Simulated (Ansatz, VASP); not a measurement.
# MgB2 in VASP and in Ansatz

```
Mg B
1.0
     3.14551    0.00000    0.00000
    -1.57275    2.72409    0.00000
     0.00000    0.00000    3.59210
Mg B
1 2
Direct
  0.00000 0.00000 0.00000
  0.66667 0.33333 0.50000
  0.33333 0.66667 0.50000
```

Change from the starting cell: volume scaled by 1.06.

Alike in both runs: task single point; functional PBEsol; k mesh 10 × 10 × 8; occupations fermi-dirac, width 0.05 eV; no spin polarisation.

|  | VASP | Ansatz |
| --- | --- | --- |
| version | VASP 6.6.1 | Ansatz 0.2.0 |
| potentials or method | VASP PAW PBE potentials, release 64 (Mg, B) | Ansatz PAW |
| plane-wave cutoff (eV) | 520 | 420 |
| valence electrons in the cell | 8 | 16 |

|  | VASP | Ansatz | Ansatz less VASP |
| --- | --- | --- | --- |
| gap on the k mesh at the Fermi level (eV) | none | none | - |
| pressure (GPa) | -10.7 | -10.6 | +0.07 |
| largest component of the traceless stress (GPa) | 1.86 | 2.00 | +0.133 |

A gap of «none» marks a metal or a gap that the smearing closes. The two sets of potentials don't hold the same shells in valence.

Caveats: the PAW data sets were made with another functional, which shifts forces and pressure a little (VASP); the PAW data sets come from PBE, with cores solved anew for the run's functional, which leaves a small shift of forces and pressure (Ansatz).
